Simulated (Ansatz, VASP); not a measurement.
HfO2: VASP beside Ansatz

```
Hf O
1.0
     0.00000    2.52913    2.52913
     2.52913    0.00000    2.52913
     2.52913    2.52913    0.00000
Hf O
1 2
Direct
  0.00000 0.00000 0.00000
  0.25000 0.25000 0.25000
  0.75000 0.75000 0.75000
```

Alike in both runs: functional r2SCAN; k mesh 8 × 8 × 8; no spin polarisation.

Ansatz relaxed the structure, and its values are those at the end. VASP's run is a single point on that final structure, the one shown.

|  | VASP | Ansatz |
| --- | --- | --- |
| version | VASP 6.6.1 | Ansatz 0.2.0 |
| potentials or method | VASP PAW PBE potentials, release 64 (Hf_pv, O) | scalar-relativistic, plane waves, PAW |
| plane-wave cutoff (eV) | 520 | 600 |
| occupations | gaussian, width 0.01 eV | fixed |
| valence electrons in the cell | 22 | 38 |

Ansatz gave:

```
gap on the k mesh at the Fermi level (eV) : 4.30
least direct gap on the mesh (eV)         : 4.30
pressure (GPa)                            : 0.0
```

Question: Estimate VASP's values.

Answer: gap on the k mesh at the Fermi level (eV): 4.32; least direct gap on the mesh (eV): 4.32; pressure (GPa): -3.9.

One of these differences is far larger than is usual between the two programs; its cause wasn't traced. The two sets of potentials don't hold the same shells in valence.

Caveats: the PAW data sets were made with another functional, which shifts forces and pressure a little (VASP); spin-orbit coupling is left out, which moves the levels of the heavy elements. A k mesh can miss the band edges. r2SCAN opens gaps a little over a GGA but as a rule still falls short of measured ones.
